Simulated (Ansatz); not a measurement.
Reaction (ligand exchange at a B–C bond): `OCBCl` + `CC(=O)O` → `CC(=O)OBCl` + CH₃OH

Computed with Ansatz on PBE0-D4/def2-TZVP structures; ΔE is electronic, products minus reactants. CCSD(T)/CBS adds triple-zeta CCSD(T) − MP2 to the extrapolated MP2 energy (def2 sets, frozen cores). This one scheme is used for every species. DFT in def2-TZVPP. B3LYP here is the variant with VWN-RPA as its local correlation; programs differ in this. HSE06 is defined as in plane-wave codes. Each species was taken in one conformer, which may not be the lowest.

```tsv
level	ΔE (kJ/mol)	difference from CCSD(T)/CBS
LDA (SPW92)	-77.1	18.8
PBE-D4	-82.9	13.0
revPBE-D4	-83.7	12.2
BLYP-D4	-94.3	1.6
r2SCAN-D4	-90.4	5.5
PBE0-D4	-86.7	9.2
B3LYP-D4	-96.5	-0.6
r2SCANh-D4	-91.2	4.7
r2SCAN0-D4	-92.1	3.8
HSE06-D4	-86.7	9.2
CAM-B3LYP-D4	-97.8	-1.9
ωB97X-V	-92.8	3.1
ωB97M-V	-92.6	3.3
B2PLYP	-98.6	-2.7
PBE-QIDH	-92.5	3.4
PBE	-82.9	13.0
revPBE	-84.8	11.1
BLYP	-95.0	0.9
r2SCAN	-90.1	5.8
PBE0	-86.5	9.4
B3LYP	-96.8	-0.9
r2SCANh	-90.8	5.1
r2SCAN0	-91.7	4.2
HSE06	-86.5	9.4
BHLYP	-101.2	-5.3
CAM-B3LYP	-97.6	-1.7
LC-ωPBE	-89.1	6.8
RPA@PBE/def2-TZVPP	-101.3	-5.4
MP2/def2-SVP	-110.5	-14.6
CCSD/def2-SVP	-110.4	-14.5
CCSD(T)/def2-SVP	-110.6	-14.7
HF/def2-TZVPP	-110.7	-14.8
MP2/def2-TZVPP	-98.5	-2.6
CCSD/def2-TZVPP	-99.5	-3.6
CCSD(T)/def2-TZVPP	-98.5	-2.6
HF/def2-QZVPP	-111.7	-15.8
MP2/def2-QZVPP	-97.3	-1.4
HF/CBS(def2)	-111.8	-15.9
MP2/CBS(def2)	-95.9	0.0
CCSD/CBS(def2)	-96.9	-1.0
CCSD(T)/CBS	-95.9	0
```

Largest T1 diagnostic among the species: 0.015.

From BLYP to BHLYP (50 % exact exchange), in def2-TZVPP and without D4, ΔE moves by −6.2 kJ/mol. At CCSD(T), def2-SVP lies −14.7 kJ/mol from the extrapolated value and def2-TZVPP −2.6 kJ/mol. Leaving LDA and LC-ωPBE aside and taking each functional with its dispersion term where it has one, the values, not all of them listed here, spread over 18.2 kJ/mol, from BHLYP-D4 to PBE-D4. LDA lies +5.8 kJ/mol from PBE without D4.

CCSD(T)/CBS has its own doubt, a few kJ/mol and more with outer-core shells, so smaller differences from it don't rank the levels.
